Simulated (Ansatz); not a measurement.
# TaN: stress in a strained cell

Aim: deform TaN (equal xy, yz and zx engineering shear strains of -1 %) and compute stress, forces and field gradients with LAPW, PAW and all-electron datasets made for the crystal.

Computed with Ansatz 0.2.0 (DFT PBE, scalar-relativistic, unless a step's input says otherwise).

**1. Starting point**

Symmetry: P-6m2, No. 187, hexagonal system. The conventional cell has a = 2.938 Å, b = 2.938 Å, c = 2.883 Å, α = 90.00°, β = 90.00°, γ = 120.00°. Around Ta (site symmetry -6m2) lie 6 N at 2.23 Å. Around N (site symmetry -6m2) lie 6 Ta at 2.23 Å.

As a file:

```
CELL_PARAMETERS angstrom
2.93800 0.00000 0.00000
-1.46900 2.54438 0.00000
0.00000 0.00000 2.88300
ATOMIC_POSITIONS crystal
Ta 0.33333 0.66667 0.50000
N 0.00000 0.00000 0.00000
```

Atoms are numbered in the order of the input: Ta1, N2.

**2. The deformed structure**

Space group P-6m2 before, P1 after.

**3. Full-potential LAPW**

input.yaml

```yaml
crystal:
  lattice:
    - [2.9379988584, -0.0146899943, -0.0146899943]
    - [-1.4817213374, 2.5517266448, -0.0053769111]
    - [-0.014415, -0.014415, 2.883]
  atoms:
    - { symbol: Ta, position: [0.3333333333, 0.6666666667, 0.5] }
    - { symbol: "N", position: [0.0, 0.0, 0.0] }
kpoints:
  mp_grid: { grid: [12, 12, 10] }
  band_path:
    path:
      - [0.0, 0.0, 0.0]
      - [0.0, 0.0, 0.5]
      - [-0.5, 0.5, 0.0]
      - [0.0, 0.0, 0.0]
      - [0.0, -0.5, 0.0]
      - [-0.5, 0.0, 0.5]
      - [0.0, 0.0, 0.0]
      - [-0.5, 0.0, 0.0]
      - [0.0, -0.5, 0.5]
    npoints: 5
scf:
  occupations: { method: fermi_dirac, width: 0.02 }
hamiltonian:
  xc: pbe
  pseudopotentials: { kind: all_electron, lapw: { basis_error: 0.0005 } }
output:
  forces: true
  stress: true
  eigenvalues: true
```

The run is started by

```console
$ ansatz run input.yaml --threads 1 --pin off --max-ram 3072MiB --backend cpu --events-out ev --progress --plain --runs-dir out
```

Standard output, shortened:

```text
LAPW: plane waves up to 10.067 Å⁻¹, error target 5.0e-4 eV per atom; small_component_spin mean_spin; N in spheres of 0.936 Å, 7 of its electrons in bands, Dirac shells []; Ta in spheres of 1.269 Å, 43 of its electrons in bands, Dirac shells []
[...]
Pseudopotentials: kind: all_electron
Pseudopotential: Ta, LAPW, valence charge 43, Koelling and Harmon's equation, gaussian nucleus
Pseudopotential: N, LAPW, valence charge 7, Koelling and Harmon's equation, gaussian nucleus
Functional definition: PBE
[...]
Crystal: 2 atoms, lattice volume = 21.550 Å³
Basis set: ecut = 386.1385014883122 eV, 393 PW (Γ), exchange–correlation at level 2
Bands: 30, of which v1, the nominal top of the filled ones, is band 25 counted from 1 (24 counted from 0)
Symmetry: 1 space group operations
Space group: P1 (ITA 1), of the structure as read, at distance tolerance 2.8e-5 Å
k-points: 724 of 1440 (time reversal used)
[...]
SCF iter   1: F=—  HF=-426062.861349 eV  |F-HF|=—  |Δ(HF+E_count)|=         —  Δρ=1.18e-1  dr2=3.42e0  ethr=6.85e-3  ⟨swp⟩=2.0  Hψ=138244  notcnv=0
[...]
the basis was enlarged: its passes take 1.1 MiB over the memory plan, 1 of 1 planned eigensolver slots
[...]
SCF iter   8: F=-426061.493206 eV  HF=-426061.493206 eV  |F-HF|=1.27e-8  |Δ(HF+E_count)|=   6.33e-8  Δρ=8.81e-6  dr2=1.47e-8  ethr=9.46e-10  ⟨swp⟩=3.0  Hψ=67119  notcnv=0
[...]
NSCF: frozen V_eff on 41 k-points
SCF converged after 8 iterations
Free energy (F): -426061.493206 eV
[...]
E sigma→0 (E₀):  -426061.493131 eV
Entropy (-TS):   -0.000150 eV (-0.075 meV/atom)
Fermi energy:    25.545009 eV
[...]
--- Forces (eV/Å), atoms counted from 1 ---
  atom   1  Ta    -0.02276689    -0.00036781    -0.00549721
  atom   2  N      0.02276971     0.00036763     0.00549734
[...]
--- Stress (GPa, compression-positive) ---
        4.493531       2.267624       2.477903
        2.267624       4.671845       2.475857
        2.477903       2.475857       5.699810
  P = ⅓ Tr σ = 4.9551 GPa (49.551 kbar)
--- Band table (eV; the first three rows and the last of 724) ---
[...]
```

Wall time 2.4 min (1 thread of Intel Xeon 6975P-C (Granite Rapids), shared host); peak memory 1.7 GiB.

This run gives: pressure 4.96 GPa; no gap; largest force 0.023 eV/Å.

**4. Frozen-core PAW**

input.yaml

```yaml
crystal:
  lattice:
    - [2.9379988584, -0.0146899943, -0.0146899943]
    - [-1.4817213374, 2.5517266448, -0.0053769111]
    - [-0.014415, -0.014415, 2.883]
  atoms:
    - { symbol: Ta, position: [0.3333333333, 0.6666666667, 0.5] }
    - { symbol: "N", position: [0.0, 0.0, 0.0] }
kpoints:
  mp_grid: { grid: [12, 12, 10] }
scf:
  occupations: { method: fermi_dirac, width: 0.02 }
hamiltonian:
  xc: pbe
  pseudopotentials: { kind: paw }
output:
  forces: true
  stress: true
  eigenvalues: true
  efg: { contact_densities: true }
```

The run is started by

```console
$ ansatz run input.yaml --threads 1 --pin off --max-ram 3072MiB --backend cpu --events-out ev --progress --plain --runs-dir out
```

Standard output, shortened:

```text
Ta: output.efg is read without spin–orbit coupling, which moves field gradients at and beside such atoms by some per cent and up to a factor of two; PAW files take it under magnetization.noncollinear and magnetization.spin_orbit
[...]
Pseudopotentials: kind: paw
Pseudopotential: Ta, paw, valence charge 13, recommended cutoff 420 eV (normal)
Pseudopotential: N, paw, valence charge 5, recommended cutoff 420 eV (normal)
[... 1 set-up line as earlier in the session ...]
[...]
Crystal: 2 atoms, lattice volume = 21.550 Å³
Basis set: ecut = 420 eV, 405 PW (Γ), exchange–correlation on 40×40×40 points (8 copies of the dense FFT grid, shifted against one another)
Bands: 13, of which v1, the nominal top of the filled ones, is band 9 counted from 1 (8 counted from 0)
[... 2 set-up lines as earlier in the session ...]
[...]
--- Forces (eV/Å), atoms counted from 1 ---
  atom   1  Ta    -0.02308886    -0.00039565    -0.00556003
  atom   2  N      0.02309036     0.00039537     0.00556145
[...]
--- Stress (GPa, compression-positive) ---
        4.338741       2.275391       2.492764
        2.275391       4.513238       2.490659
        2.492764       2.490659       5.526246
  P = ⅓ Tr σ = 4.7927 GPa (47.927 kbar)
--- PAW observables at the nuclei: V_zz in 10²¹ V/m², potentials from the cell's mean, atoms counted from 1 ---
  atom   1  Ta V_zz =    +6.441471   η = 0.6200   by run symmetry: allowed
            electrostatic potential = -14501.138095 V   contact ρ = 8154446.532359 e/Å³
  atom   2  N  V_zz =    -0.228712   η = 0.6685   by run symmetry: allowed
            electrostatic potential = -529.449405 V   contact ρ = 1414.068969 e/Å³
--- Band table (eV; the first three rows and the last of 724) ---
  k-point 0: bands = ["-48.1978", "-14.5455", "-14.2947", "-14.2728", "2.4826", "15.6093", "15.7312", "16.0486", "17.3065", "22.4320", "23.7343", "23.8598", "24.2712"]
[...]
```

It took 9.7 s on 1 thread of Intel Xeon 6975P-C (Granite Rapids), shared host; peak memory 0.61 GiB.

In short: pressure 4.79 GPa; no gap; largest force 0.024 eV/Å; Vzz Ta1 6.44 (η = 0.62), N2 -0.23 (η = 0.67) (10²¹ V/m²).

**5. All-electron PAW on datasets made for the crystal**

input.yaml: that of step 4 with these lines changed.

```diff
@@ -14,3 +14,3 @@
   xc: pbe
-  pseudopotentials: { kind: paw }
+  pseudopotentials: { kind: all_electron, datasets: crystal }
 output:
```

The run is started by

```console
$ ansatz run input.yaml --threads 1 --pin off --max-ram 3072MiB --backend cpu --events-out ev --progress --plain --runs-dir out
```

Standard output, shortened:

```text
[...]
band count auto-derived: 22 (N_el = 32.0; filled up to band 16; 20 by the electrons, moments and atoms)
Ta: output.efg is read without spin–orbit coupling, which moves field gradients at and beside such atoms by some per cent and up to a factor of two; PAW files take it under magnetization.noncollinear and magnetization.spin_orbit
[...]
[... 1 set-up line as earlier in the session ...]
Pseudopotential: Ta, paw, valence charge 27, recommended cutoff 480 eV (normal), Koelling and Harmon's equation, gaussian nucleus
Pseudopotential: N, paw, valence charge 5, recommended cutoff 480 eV (normal), Koelling and Harmon's equation, gaussian nucleus
[... 1 set-up line as earlier in the session ...]
[...]
Crystal: 2 atoms, lattice volume = 21.550 Å³
Basis set: ecut = 480 eV, 527 PW (Γ), exchange–correlation on 48×48×48 points (8 copies of the dense FFT grid, shifted against one another)
[...]
  atom   1  Ta    -0.02275965    -0.00036713    -0.00549888
  atom   2  N      0.02277510     0.00036731     0.00549951
[...]
--- Stress (GPa, compression-positive) ---
        4.495114       2.267642       2.477917
        2.267642       4.673397       2.475863
        2.477917       2.475863       5.701590
  P = ⅓ Tr σ = 4.9567 GPa (49.567 kbar)
--- PAW observables at the nuclei: V_zz in 10²¹ V/m², potentials from the cell's mean, atoms counted from 1 ---
  atom   1  Ta V_zz =    +6.864085   η = 0.5405   by run symmetry: allowed
            electrostatic potential = -14500.915250 V   contact ρ = 8150585.952296 e/Å³
  atom   2  N  V_zz =    -0.225293   η = 0.6254   by run symmetry: allowed
            electrostatic potential = -529.499206 V   contact ρ = 1414.331527 e/Å³
--- Band table (eV; the first three rows and the last of 724) ---
  k-point 0: bands = ["-43.0067", "-9.3495", "-9.1051", "-9.0838", "5.2474", "5.2644", "5.2649", "5.2714", "5.2736", "5.2853", "5.3557", "7.7182", "20.8212", "20.9432", "21.2595", "22.5229", "27.6432", "28.9390", "29.0647", "29.4793"]
[...]
```

It took 98 s on 1 thread of Intel Xeon 6975P-C (Granite Rapids), shared host; peak memory 2.3 GiB.

This run gives: pressure 4.96 GPa; no gap; largest force 0.023 eV/Å; Vzz Ta1 6.86 (η = 0.54), N2 -0.23 (η = 0.63) (10²¹ V/m²).

**6. Stress and forces compared**

Stress (GPa, compression positive):

```csv
method,xx,yy,zz,yz,xz,xy
LAPW,4.49,4.67,5.70,2.48,2.48,2.27
PAW,4.34,4.51,5.53,2.49,2.49,2.28
crystal datasets,4.50,4.67,5.70,2.48,2.48,2.27
```

Forces (eV/Å):

```csv
atom,LAPW x,LAPW y,LAPW z,PAW x,PAW y,PAW z,crystal datasets x,crystal datasets y,crystal datasets z
Ta1,-0.023,0.000,-0.005,-0.023,0.000,-0.006,-0.023,0.000,-0.005
N2,0.023,0.000,0.005,0.023,0.000,0.006,0.023,0.000,0.005
```

| method | pressure (GPa) | largest force (eV/Å) | Vzz Ta1 (10²¹ V/m²) | Vzz N2 (10²¹ V/m²) | SCF cycles, all passes |
| --- | --- | --- | --- | --- | --- |
| LAPW | 4.96 | 0.023 | – | – | 8 |
| PAW | 4.79 | 0.024 | 6.44 | -0.23 | 6 |
| crystal datasets | 4.96 | 0.023 | 6.86 | -0.23 | 9 |

**7. Results**

| quantity | value |
| --- | --- |
| pressure | LAPW 4.96, PAW 4.79, crystal datasets 4.96 GPa |
| largest shear or deviatoric stress (LAPW) | 2.48 GPa |

What this shows: The largest part of the stress beyond the pressure is 2.48 GPa in size; the atoms are carried along and not relaxed. No run of the undeformed cell stands beside it, so the pressure holds what the given cell had before the change. PAW: stress within 0.17 GPa of LAPW, forces within 1 meV/Å. Crystal datasets: stress within 0.01 GPa of LAPW, forces within 1 meV/Å. Spin-orbit coupling is left out, though the cell holds Ta; in elements this heavy it can shift bands and gaps by tenths of an eV.
